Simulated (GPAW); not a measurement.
CuO, 2 atoms in the cell. It takes space group Pm-3m (No. 221, cubic). The conventional cell has a = 2.553 Å, b = 2.553 Å, c = 2.553 Å, α = 90.00°, β = 90.00°, γ = 90.00°. Cu (site symmetry m-3m) has 8 O at 2.21 Å as nearest neighbours. Around O (site symmetry m-3m) lie 8 Cu at 2.21 Å. Measurements of this composition are mostly on another form, of space group No. 15.

| Property | Result |
| --- | --- |
| Program | GPAW 26.7.0 |
| Task | single point |
| Functional | PBE |
| Potentials or basis | GPAW PAW data sets (gpaw-data 1.2.1) |
| Cutoff | 800 eV |
| Basis | pw |
| k mesh | 10 × 10 × 10 |
| Occupations | fermi-dirac, width 0.05 eV |
| Spin | no spin polarisation |
| Maxiter | 150 |

Potentials or basis: GPAW PAW data sets (gpaw-data 1.2.1), pw.

Command:

```sh
$ OMP_NUM_THREADS=1 python run.py
```

Hardware: 1 thread of Arm Neoverse V1, on a shared host.

Question: How long does it take, and how much memory?

Answer: Wall time 23 s on 1 thread of Arm Neoverse V1, with other jobs on the host, peak memory 0.15 GiB. Counts: scf iterations 11, plane waves 876, bands 19, k points 56.
